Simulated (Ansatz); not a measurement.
# GaN (P6_3mc) in Ansatz: further runs

Aim: see how the results for GaN move with the level of theory and the settings. Levels: LDA, PBEsol. Tasks: elastic constants, single point, equation of state.

Program: Ansatz 0.2.0. These are calculated values, not measurements. Logs are shortened: lines on timing, memory, paths and dates and some standing lists are left out, and cuts for length are marked.

**Measured values to compare with.**

“Studying electronic properties in GaN without electrical contacts using γ-γ vs e−-γ Perturbed Angular Correlations”, 2019, pmc:6823545 quotes, for a bulk crystal of GaN: band gap 3.503 ± 0.005 eV (direct).

The runs below are set against these values where they give the same quantity.

## (1) The crystal as given

Symmetry: P6_3mc, No. 186, hexagonal system. The conventional cell has a = 3.180 Å, b = 3.180 Å, c = 5.166 Å, α = 90.00°, β = 90.00°, γ = 120.00°. Ga (site symmetry 3m) is surrounded by 4 N at 1.94 to 1.95 Å. Around N (site symmetry 3m) lie 4 Ga at 1.94 to 1.95 Å.

## (2) Elastic constants, LDA

input.yaml

```yaml
crystal:
  lattice:
    - [3.18, 0.0, 0.0]
    - [-1.59, 2.753960784, 0.0]
    - [0.0, 0.0, 5.166]
  atoms:
    - { symbol: Ga, position: [0.6666666667, 0.3333333333, 0.5] }
    - { symbol: Ga, position: [0.3333333333, 0.6666666667, 0.0] }
    - { symbol: "N", position: [0.6666666667, 0.3333333333, 0.875] }
    - { symbol: "N", position: [0.3333333333, 0.6666666667, 0.375] }
hamiltonian:
  xc: lda
  pseudopotentials: { kind: paw }
kpoints:
  mp_grid: { grid: [8, 8, 5] }
scf:
  occupations: { method: fixed }
output:
  forces: true
  stress: true
elastic:
  mode: relaxed_ion
  stencil: two_point
```

Potentials or basis: Ansatz PAW.

Started as:

```console
$ ansatz run input.yaml --threads 2 --pin off --max-ram 5120MiB --backend cpu --events-out ev --progress --plain --runs-dir out
```

The program printed:

```text
Warning: RAYON_NUM_THREADS=2 ignored (pool sized by the plan → 2); use --threads N
Engine: ansatz 0.2.0, x86_64-unknown-linux-gnu
Pseudopotentials: kind: paw
Pseudopotential: Ga, paw, valence charge 13, recommended cutoff 420 eV (normal), Ga.paw.azcp
Pseudopotential: N, paw, valence charge 5, recommended cutoff 420 eV (normal), N.paw.azcp
Functional definition: SPW92
  exchange = slater_x
  correlation = pw_c
Crystal: 4 atoms, lattice volume = 45.242 Å³
Basis set: ecut = 420 eV, 881 PW (Γ)
Bands: 22, of which v1, the nominal top of the filled ones, is band 18 counted from 1 (17 counted from 0)
Symmetry: 12 space group operations
Space group: P63mc (ITA 186), of the structure as read, at distance tolerance 3.6e-5 Å
k-points: 30 of 320 (time reversal used)
Non-local potential: Ga, projectors of the file, l = 0: 2, l = 1: 2, l = 2: 3, l = 3: 1
Non-local potential: N, projectors of the file, l = 0: 2, l = 1: 2, l = 2: 1
PAW form: soft (Blöchl's): semilocal exchange-correlation on the pseudo side does not see the compensation charge
PAW frozen core: Ga, regenerated for the run's functional, and the local potential with it (the file was generated under x = pbe(κ = 0.804, μ = 0.2195149727645171), c = pbe(β = 0.06672455060314922))
PAW frozen core: N, regenerated for the run's functional, and the local potential with it (the file was generated under x = pbe(κ = 0.804, μ = 0.2195149727645171), c = pbe(β = 0.06672455060314922))
PAW one-centre angular grid: Ga, 590 points (default); XC on 64 Gauss nodes
PAW one-centre angular grid: N, 110 points (default); XC on 64 Gauss nodes
Initial density: superposition of atomic densities (neutral atoms: chi_scale 0, normalization atom), corrected by the library's trained network
Initial wavefunctions: pseudopotential atomic-orbital guess
Functional: x = slater, c = lda
SCF iter   1: F=—  HF=-8164.196020 eV  |F-HF|=—  |Δ(HF+E_count)|=         —  Δρ=1.36e-2  dr2=7.95e-2  ethr=1.77e-3  ⟨swp⟩=4.2  Hψ=2340  notcnv=0  defer=23
preconditioner: auto → Resta (q_TF=auto, 2.626 Å⁻¹)  ε∞=5.0  [insulator: Δε(μ)=1.867 eV  Ē_g=16.548 eV  n_scr=22 (ndim 8)  ℏωp=33.1 eV  f_vac=0.008  ε∞_Penn≈5.0]
SCF iter   2: F=—  HF=-8164.173646 eV  |F-HF|=—  |Δ(HF+E_count)|=   2.24e-2  Δρ=3.59e-3  dr2=3.34e-3  ethr=2.21e-4  ⟨swp⟩=2.3  Hψ=1171  notcnv=0  defer=60
SCF iter   3: F=—  HF=-8164.172730 eV  |F-HF|=—  |Δ(HF+E_count)|=   9.16e-4  Δρ=1.63e-3  dr2=5.69e-4  ethr=9.29e-6  ⟨swp⟩=2.0  Hψ=739  notcnv=0  defer=60
SCF iter   4: F=—  HF=-8164.172537 eV  |F-HF|=—  |Δ(HF+E_count)|=   1.93e-4  Δρ=1.24e-4  dr2=3.87e-6  ethr=1.58e-6  ⟨swp⟩=2.4  Hψ=1071  notcnv=0  defer=58
SCF iter   5: F=—  HF=-8164.172547 eV  |F-HF|=—  |Δ(HF+E_count)|=   9.54e-6  Δρ=5.50e-5  dr2=9.25e-7  ethr=1.07e-8  ⟨swp⟩=2.0  Hψ=1191  notcnv=0  defer=1
SCF iter   6: F=—  HF=-8164.172539 eV  |F-HF|=—  |Δ(HF+E_count)|=   7.76e-6  Δρ=1.16e-5  dr2=6.56e-8  ethr=2.57e-9  ⟨swp⟩=2.0  Hψ=1196  notcnv=0  defer=1
[... 353 lines left out ...]
        0.000000      -4.812293       0.000000
       -0.000000       0.000000      -3.780481
  P = ⅓ Tr σ = -4.4684 GPa (-44.684 kbar)
--- Band table (eV; the first three rows and the last of 30) ---
  k-point 0: bands = ["-6.4616", "-5.5806", "-4.1188", "-4.1039", "-4.1039", "-4.0417", "-4.0417", "-3.8482", "-3.8482", "-3.7464", "-3.7464", "-2.3527", "2.2895", "8.4074", "8.4074", "9.4433", "9.4708", "9.4708", "11.4567", "13.6579", "18.5873", "19.2201"]
  k-point 1: bands = ["-6.3435", "-5.6174", "-4.1018", "-4.1018", "-4.0837", "-4.0512", "-4.0512", "-3.8349", "-3.8349", "-3.7529", "-3.7529", "-2.7770", "3.0325", "8.3780", "8.5044", "8.5044", "9.3647", "9.3647", "12.3212", "13.7405", "18.3174", "19.2371"]
  k-point 2: bands = ["-6.0520", "-5.7650", "-4.0921", "-4.0921", "-4.0726", "-4.0726", "-3.9189", "-3.8041", "-3.8041", "-3.7729", "-3.7729", "-3.4784", "4.6765", "6.5752", "8.7620", "8.7620", "9.0909", "9.0909", "13.4003", "13.8276", "17.8623", "18.0823"]
  k-point 29: bands = ["-5.4362", "-5.4194", "-4.0127", "-3.9877", "-3.9830", "-3.9219", "-3.8368", "-3.8255", "-3.7925", "-3.7890", "-2.0029", "-1.8878", "3.0811", "3.2674", "5.1264", "5.8616", "7.6545", "7.9657", "15.2694", "15.8762", "16.7890", "17.2676"]
--- Elastic constants: 3 strain directions × 2 members + reference (group order 12) ---
  dense FFT box of the reference and of every strained cell: 24×24×36
  strains applied: 11, 33, 23; error gains: componentwise 1.00 (the most a stress slope's error grows in a printed constant), spectral 1.41 (1 for all six strains in a standard setting)
  reference relaxed by the batch: 5 steps; max|allowed force component| 1.26e-1 eV/Å at the deck's positions, 2.81e-7 at the last accepted step, 2.19e-7 by the solve of record
  largest displacement 5.3e-3 Å; the constants are those of the deck's cell at these positions:
  atoms:
    - { symbol: Ga, position: [0.6666666666666665, 0.3333333333333333, 0.4989766811865432] }
    - { symbol: Ga, position: [0.3333333333333333, 0.6666666666666666, -0.0010233188134566873] }
    - { symbol: N, position: [0.6666666666666665, 0.3333333333333333, 0.8760233188134566] }
    - { symbol: N, position: [0.3333333333333333, 0.6666666666666666, 0.3760233188134567] }
  C = ∂σ_k/∂η_j (tension-positive GPa; Voigt order 11 22 33 23 13 12):
       344.425    117.355     83.096      0.000     -0.000     -0.000
       117.355    344.425     83.096      0.000     -0.000     -0.000
        84.318     84.318    382.888      0.000     -0.000     -0.000
         0.000     -0.000      0.000     96.425     -0.000     -0.000
        -0.000      0.000      0.000     -0.000     96.425     -0.000
        -0.000     -0.000     -0.000     -0.000     -0.000    113.535
  reference stress σ⁰ (GPa):      4.812      4.812      3.780     -0.000      0.000     -0.000
  C* (energy form; C + prestress term) asymmetry max|C*_kj − C*_jk| = 1.908e-1 GPa — a small one proves nothing (zero by symmetry where the batch's group is 432, −43m or m−3m); a large one is finite-difference/SCF noise where every solve meets its electron count
  moduli (Voigt/Reuss/Hill, GPa): K = 182.36/182.36/182.36   G = 113.74/110.92/112.33   E = 279.58   ν = 0.244
  mechanically stable: yes (min eigenvalue of sym C = 96.43 GPa)
  strain η (Voigt 11):  stress-route row diagonal C_11 = 344.43 GPa, energy-path curvature d²(F+E_count+ΔE)/dδ²/Ω₀ = 346.33 GPa
         δ    σ_11 (GPa)             F (eV)   n_scf  n_hpsi   n_pw
    -2.000e-3       4.1197       -8164.1763959       2   11332    894   relax 4 steps, max|allowed force component| 2.17e-5 eV/Å
     2.000e-3       5.4974       -8164.1709400       2   11995    898   relax 3 steps, max|allowed force component| 4.03e-7 eV/Å
  strain η (Voigt 33):  stress-route row diagonal C_33 = 382.89 GPa, energy-path curvature d²(F+E_count+ΔE)/dδ²/Ω₀ = 381.27 GPa
         δ    σ_33 (GPa)             F (eV)   n_scf  n_hpsi   n_pw
    -2.000e-3       3.0110       -8164.1757732       2    5579    896   relax 3 steps, max|allowed force component| 1.18e-6 eV/Å
     2.000e-3       4.5426       -8164.1715260       2    5712    897   relax 3 steps, max|allowed force component| 1.60e-6 eV/Å
  strain η (Voigt 23):  stress-route row diagonal C_44 = 96.43 GPa, energy-path curvature d²(F+E_count+ΔE)/dδ²/Ω₀ = 94.16 GPa
         δ    σ_23 (GPa)             F (eV)   n_scf  n_hpsi   n_pw
    -2.000e-3      -0.1929       -8164.1738259       2   17573    895   relax 3 steps, max|allowed force component| 1.14e-5 eV/Å
     2.000e-3       0.1929       -8164.1738259       2   17332    895   relax 4 steps, max|allowed force component| 8.32e-6 eV/Å
```

elastic.tsv:

```text
# convention: tension-positive GPa; Voigt order 11 22 33 23 13 12; engineering shear strains; stresses and constants hold the Pulay correction, whose part of sigma0, of c and of each member's stress the lines and columns named pulay_correction_..._gpa give (of c_energy it is that of c and, on the columns of strains 1 to 3, that of sigma0; of a layer's constants it is that of c in the plane, times a tenth of its plane spacing in ang); where a line pulay_correction_withheld stands none holds it
[... 16 lines left out ...]
6	-5.9211894647e-15	-1.1842378929e-15	-1.5375826892e-15	-6.3319684143e-16	-5.7961695989e-31	1.1353504395e2	-6.1991228066e-15	-1.4621712349e-15	-1.8155160312e-15	-6.3319684143e-16	-5.7961695989e-31	1.1353504395e2	2.8912057933e-18	5.2041704279e-18	-6.9771058132e-18	-1.3014225748e-17	-2.9458422732e-33	2.8791324159e-1
```

It took 3.2 min on 2 threads of Intel Xeon at 2.50GHz (Skylake/Cascade Lake), shared host; peak memory 0.43 GiB.

What came out:

| Property | Result |
| --- | --- |
| Free energy | -8164.1739 eV |
| Pressure | -4.5 GPa |
| Band gap on the k mesh | 1.99 eV, direct |
| Voigt bulk modulus | 182 GPa |

Elastic tensor in Voigt notation (GPa, in the Cartesian axes of the cell as first typed):
```
344 117  83   0   0   0
117 344  83   0   0   0
 84  84 383   0   0   0
  0   0   0  96   0   0
  0   0   0   0  96   0
  0   0   0   0   0 114
```

Caveat: the cell is more than 3 GPa from zero pressure, which shifts response properties; odd divisions of the mesh miss points on the zone boundary, where band edges often lie, so the gap on the mesh can be too wide; the pressure holds a Pulay correction of +0.6 GPa for the finite cutoff; the PAW data sets come from PBE, with cores solved anew for the run's functional, which leaves a small shift of forces and pressure.

## (3) Single point, PBEsol, 10.63 Å³/atom (volume scaled by 0.94)

input.yaml

```yaml
crystal:
  lattice:
    - [3.1150838257, 0.0, 0.0]
    - [-1.5575419129, 2.697741728, 0.0]
    - [0.0, 0.0, 5.0605418376]
  atoms:
    - { symbol: Ga, position: [0.6666666667, 0.3333333333, 0.5] }
    - { symbol: Ga, position: [0.3333333333, 0.6666666667, 0.0] }
    - { symbol: "N", position: [0.6666666667, 0.3333333333, 0.875] }
    - { symbol: "N", position: [0.3333333333, 0.6666666667, 0.375] }
hamiltonian:
  xc: pbesol
  pseudopotentials: { kind: paw }
kpoints:
  mp_grid: { grid: [10, 10, 5] }
scf:
  occupations: { method: fermi_dirac, width: 0.05 }
output:
  forces: true
  stress: true
  eigenvalues: true
```

Potentials or basis: Ansatz PAW.

Started as:

```console
$ ansatz run input.yaml --threads 2 --pin off --max-ram 5120MiB --backend cpu --events-out ev --progress --plain --runs-dir out
```

It took 5.2 s on 2 threads of Intel Xeon at 2.50GHz (Skylake/Cascade Lake), shared host; peak memory 0.37 GiB.

The run converged. Its results:

| Item | Value |
| --- | --- |
| Free energy | -8245.5645 eV |
| Pressure | 14.7 GPa |
| Largest force | 0.151 eV/Å |
| Band gap on the k mesh | 2.32 eV, direct |

Caveat: odd divisions of the mesh miss points on the zone boundary, where band edges often lie, so the gap on the mesh can be too wide; the pressure holds a Pulay correction of +0.6 GPa for the finite cutoff; the PAW data sets come from PBE, with cores solved anew for the run's functional, which leaves a small shift of forces and pressure.

## (4) Single point, PBEsol, 10.86 Å³/atom (volume scaled by 0.96)

Edit input.yaml of step 3 so:

```diff
@@ -2,5 +2,5 @@
   lattice:
-    - [3.1150838257, 0.0, 0.0]
-    - [-1.5575419129, 2.697741728, 0.0]
-    - [0.0, 0.0, 5.0605418376]
+    - [3.1370217585, 0.0, 0.0]
+    - [-1.5685108793, 2.7167405351, 0.0]
+    - [0.0, 0.0, 5.0961806304]
   atoms:
```

Started as:

```console
$ ansatz run input.yaml --threads 2 --pin off --max-ram 5120MiB --backend cpu --events-out ev --progress --plain --runs-dir out
```

It took 4.4 s on 2 threads of Intel Xeon at 2.50GHz (Skylake/Cascade Lake), shared host; peak memory 0.37 GiB.

The run converged. Its results:

| Property | Result |
| --- | --- |
| Free energy | -8245.6330 eV |
| Pressure | 9.6 GPa |
| Largest force | 0.144 eV/Å |
| Band gap on the k mesh | 2.18 eV, direct |

Caveat: odd divisions of the mesh miss points on the zone boundary, where band edges often lie, so the gap on the mesh can be too wide; the pressure holds a Pulay correction of +0.6 GPa for the finite cutoff; the PAW data sets come from PBE, with cores solved anew for the run's functional, which leaves a small shift of forces and pressure.

## (5) Single point, PBEsol, 11.08 Å³/atom (volume scaled by 0.98)

Edit input.yaml of step 4 so:

```diff
@@ -2,5 +2,5 @@
   lattice:
-    - [3.1370217585, 0.0, 0.0]
-    - [-1.5685108793, 2.7167405351, 0.0]
-    - [0.0, 0.0, 5.0961806304]
+    - [3.158657075, 0.0, 0.0]
+    - [-1.5793285375, 2.7354772688, 0.0]
+    - [0.0, 0.0, 5.1313278144]
   atoms:
@@ -21 +21,5 @@
   eigenvalues: true
+  write_density: true
+  write_potential: true
+  elf: true
+  volumetric_format: npy
```

Started as:

```console
$ ansatz run input.yaml --threads 2 --pin off --max-ram 5120MiB --backend cpu --events-out ev --progress --plain --runs-dir out
```

Run time: 6.3 s. Hardware: 2 threads of Intel Xeon at 2.50GHz (Skylake/Cascade Lake), shared host; peak memory 0.38 GiB.

The run converged. Its results:

```
Free energy            : -8245.6744 eV
Pressure               : 5.1 GPa
Largest force          : 0.139 eV/Å
Band gap on the k mesh : 2.04 eV, direct
```

Caveat: odd divisions of the mesh miss points on the zone boundary, where band edges often lie, so the gap on the mesh can be too wide; the pressure holds a Pulay correction of +0.5 GPa for the finite cutoff; the PAW data sets come from PBE, with cores solved anew for the run's functional, which leaves a small shift of forces and pressure.

## (6) Single point, PBEsol, 11.31 Å³/atom

Edit input.yaml of step 5 so:

```diff
@@ -2,5 +2,5 @@
   lattice:
-    - [3.158657075, 0.0, 0.0]
-    - [-1.5793285375, 2.7354772688, 0.0]
-    - [0.0, 0.0, 5.1313278144]
+    - [3.18, 0.0, 0.0]
+    - [-1.59, 2.753960784, 0.0]
+    - [0.0, 0.0, 5.166]
   atoms:
@@ -21,5 +21 @@
   eigenvalues: true
-  write_density: true
-  write_potential: true
-  elf: true
-  volumetric_format: npy
```

Potentials or basis: Ansatz PAW.

Started as:

```console
$ ansatz run input.yaml --threads 2 --pin off --max-ram 5120MiB --backend cpu --events-out ev --progress --plain --runs-dir out
```

Run time: 5 s. Hardware: 2 threads of Intel Xeon at 2.50GHz (Skylake/Cascade Lake), shared host; peak memory 0.37 GiB.

Results (log left out):

```yaml
Free_energy: -8245.6916 eV
Pressure: 1.0 GPa
Largest_force: 0.133 eV/Å
Band_gap_on_the_k_mesh: 1.91 eV, direct
```

Caveat: odd divisions of the mesh miss points on the zone boundary, where band edges often lie, so the gap on the mesh can be too wide; the pressure holds a Pulay correction of +0.5 GPa for the finite cutoff; the PAW data sets come from PBE, with cores solved anew for the run's functional, which leaves a small shift of forces and pressure.

## (7) Single point, PBEsol, 11.54 Å³/atom (volume scaled by 1.02)

Edit input.yaml of step 6 so:

```diff
@@ -2,5 +2,5 @@
   lattice:
-    - [3.18, 0.0, 0.0]
-    - [-1.59, 2.753960784, 0.0]
-    - [0.0, 0.0, 5.166]
+    - [3.2010602164, 0.0, 0.0]
+    - [-1.6005301082, 2.7721994664, 0.0]
+    - [0.0, 0.0, 5.2002129176]
   atoms:
```

Started as:

```console
$ ansatz run input.yaml --threads 2 --pin off --max-ram 5120MiB --backend cpu --events-out ev --progress --plain --runs-dir out
```

Run time: 5.1 s. Hardware: 2 threads of Intel Xeon at 2.50GHz (Skylake/Cascade Lake), shared host; peak memory 0.38 GiB.

The run converged. Its results:

```yaml
Free_energy: -8245.6869 eV
Pressure: -2.6 GPa
Largest_force: 0.128 eV/Å
Band_gap_on_the_k_mesh: 1.78 eV, direct
```

Caveat: odd divisions of the mesh miss points on the zone boundary, where band edges often lie, so the gap on the mesh can be too wide; the pressure holds a Pulay correction of +0.5 GPa for the finite cutoff; the PAW data sets come from PBE, with cores solved anew for the run's functional, which leaves a small shift of forces and pressure.

## (8) Single point, PBEsol, 11.76 Å³/atom (volume scaled by 1.04)

Edit input.yaml of step 7 so:

```diff
@@ -2,5 +2,5 @@
   lattice:
-    - [3.2010602164, 0.0, 0.0]
-    - [-1.6005301082, 2.7721994664, 0.0]
-    - [0.0, 0.0, 5.2002129176]
+    - [3.2218469041, 0.0, 0.0]
+    - [-1.6109234521, 2.7902012661, 0.0]
+    - [0.0, 0.0, 5.2339814801]
   atoms:
@@ -21 +21,5 @@
   eigenvalues: true
+  write_density: true
+  write_potential: true
+  elf: true
+  volumetric_format: npy
```

Started as:

```console
$ ansatz run input.yaml --threads 2 --pin off --max-ram 5120MiB --backend cpu --events-out ev --progress --plain --runs-dir out
```

Wall time 6.2 s (2 threads of Intel Xeon at 2.50GHz (Skylake/Cascade Lake), shared host); peak memory 0.38 GiB.

It converged, with:

```
Free energy            : -8245.6626 eV
Pressure               : -5.9 GPa
Largest force          : 0.122 eV/Å
Band gap on the k mesh : 1.65 eV, direct
```

Caveat: odd divisions of the mesh miss points on the zone boundary, where band edges often lie, so the gap on the mesh can be too wide; the pressure holds a Pulay correction of +0.5 GPa for the finite cutoff; the PAW data sets come from PBE, with cores solved anew for the run's functional, which leaves a small shift of forces and pressure.

## (9) Single point, PBEsol, 11.99 Å³/atom (volume scaled by 1.06)

Edit input.yaml of step 8 so:

```diff
@@ -2,5 +2,5 @@
   lattice:
-    - [3.2218469041, 0.0, 0.0]
-    - [-1.6109234521, 2.7902012661, 0.0]
-    - [0.0, 0.0, 5.2339814801]
+    - [3.2423687753, 0.0, 0.0]
+    - [-1.6211843877, 2.8079737278, 0.0]
+    - [0.0, 0.0, 5.2673198406]
   atoms:
@@ -21,5 +21 @@
   eigenvalues: true
-  write_density: true
-  write_potential: true
-  elf: true
-  volumetric_format: npy
```

Potentials or basis: Ansatz PAW.

Started as:

```console
$ ansatz run input.yaml --threads 2 --pin off --max-ram 5120MiB --backend cpu --events-out ev --progress --plain --runs-dir out
```

Run time: 5.8 s. Hardware: 2 threads of Intel Xeon at 2.50GHz (Skylake/Cascade Lake), shared host; peak memory 0.38 GiB.

Results (log left out):

```
Free energy            : -8245.6207 eV
Pressure               : -8.9 GPa
Largest force          : 0.117 eV/Å
Band gap on the k mesh : 1.52 eV, direct
```

Caveat: odd divisions of the mesh miss points on the zone boundary, where band edges often lie, so the gap on the mesh can be too wide; the pressure holds a Pulay correction of +0.5 GPa for the finite cutoff; the PAW data sets come from PBE, with cores solved anew for the run's functional, which leaves a small shift of forces and pressure.

## (10) Equation of state, PBEsol

Potentials or basis: Ansatz PAW.

No new run: the results of the series are fitted here.

Results:

```yaml
Equilibrium_volume: 11.37 Å³/atom
Bulk_modulus_at_fixed_shape_and_positions: 188 GPa
Pressure_derivative_of_the_bulk_modulus: 4.4
```

Energy against volume, from the lowest point:
| volume (Å³/atom) | energy (meV/atom) |
| --- | --- |
| 10.632 | 31.78 |
| 10.858 | 14.66 |
| 11.084 | 4.31 |
| 11.310 | 0.00 |
| 11.537 | 1.19 |
| 11.763 | 7.26 |
| 11.989 | 17.73 |

Caveat: the cell was scaled at fixed shape and fractional positions, which overstates the stiffness of a crystal with free parameters, most of all of layers and chains.

## (11) Comparison with measurements

Step 2. Against the measured gap of GaN, 3.503 eV (direct; quoted in “Studying electronic properties in GaN without electrical contacts using γ-γ vs e−-γ Perturbed Angular Correlations”, 2019, pmc:6823545), the calculated 1.99 eV is off by -1.52 eV. Spin-orbit coupling on Ga is left out. The value is that of LDA, without temperature or zero-point motion. Semilocal functionals fall short of measured gaps as a rule.
